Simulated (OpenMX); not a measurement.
CaF2 (Fluorite):

```xyz
3
Lattice="0.0000 2.7310 2.7310 2.7310 0.0000 2.7310 2.7310 2.7310 0.0000" Properties=species:S:1:pos:R:3 pbc="T T T"
Ca    0.0000    0.0000    0.0000
F     4.0965    4.0965    4.0965
F     1.3655    1.3655    1.3655
```

Base run:

```yaml
Program: OpenMX 3.8.5
Functional: PBE
Potentials_or_basis: OpenMX 2013 PBE set, Ca9.0-s3p2d2, F6.0-s3p3d2f1, grid cutoff 400 Ry
k_mesh: 9 × 9 × 9
Occupations: fermi-dirac, width 0.05 eV
Spin: no spin polarisation
```

Its results: band gap on the k mesh 7.37 eV, indirect (least direct gap 7.64 eV); pressure 3.0 GPa.

Question: The run is repeated on the same cell with these changes: potentials or basis from OpenMX 2013 PBE set, Ca9.0-s3p2d2, F6.0-s3p3d2f1, grid cutoff 400 Ry to OpenMX 2013 PBE set, Ca9.0-s3p2, F6.0-s2p2, grid cutoff 400 Ry. What comes out?

Answer: Band gap on the k mesh 6.98 eV, indirect (least direct gap 7.26 eV); pressure 10.2 GPa.

Caveats: the basis of atomic orbitals isn't converged, which shifts pressures, moduli and gaps.
